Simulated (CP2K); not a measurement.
Runs of CP2K 2026.2 on Ge. The structure is cubic, space group Fd-3m (No. 227). Conventional cell: a = 5.658 Å, b = 5.658 Å, c = 5.658 Å, α = 90.00°, β = 90.00°, γ = 90.00°. Around Ge (site symmetry -43m) lie 4 Ge at 2.45 Å. 

```tsv
task	level	potentials or basis	cell	smearing	EPS_DEFAULT	NGRIDS	basis sets	potentials	CUTOFF of the grids	gap on the mesh (eV)	pressure (GPa)	V0 of scaled cells (Å³/atom)	B0 (GPa)
single point	PBEsol	POTENTIAL_UZH Ge GTH-PBE-q4; TZVP-MOLOPT-PBE-GTH basis	atoms moved at random, drawn with an rms of 0.05 Å	fermi-dirac 0.05 eV	1.0E-10	4	Ge TZVP-MOLOPT-PBE-GTH-q4	Ge GTH-PBE-q4 of POTENTIAL_UZH	450 Ry	none	3.5	-	-
single point	PBEsol	POTENTIAL_UZH Ge GTH-PBE-q4; TZVP-MOLOPT-PBE-GTH basis	as given	fermi-dirac 0.05 eV	1.0E-10	5	Ge TZVP-MOLOPT-PBE-GTH-q4	Ge GTH-PBE-q4 of POTENTIAL_UZH	450 Ry	(b)	3.4	-	-
equation of state	PBEsol	POTENTIAL_UZH Ge GTH-PBE-q4; TZVP-MOLOPT-PBE-GTH basis	as given	fermi-dirac 0.05 eV	1.0E-10	5	Ge TZVP-MOLOPT-PBE-GTH-q4	Ge GTH-PBE-q4 of POTENTIAL_UZH	450 Ry	-	-	23.78	(a)
equation of state	r2SCAN	POTENTIAL_UZH Ge GTH-SCAN-q4; TZVP-MOLOPT-SCAN-GTH basis	as given	fermi-dirac 0.0259 eV	1.0E-9	5	Ge TZVP-MOLOPT-SCAN-GTH-q4	Ge GTH-SCAN-q4 of POTENTIAL_UZH	675 Ry	-	-	21.69	79
```

Alike in all rows: no spin polarisation; k mesh 8 × 8 × 8.

Q: Estimate the missing entries.

A: (a) 61; (b) 0.05.

Caveats: the basis of atomic orbitals isn't converged, which shifts pressures, moduli and gaps; the potentials were made for another functional, which shifts forces and pressure (some runs).

A k mesh can miss the band edges, and the runs leave out spin-orbit coupling on Ge.

A gap of «none» marks a metal or a gap under the smearing width.
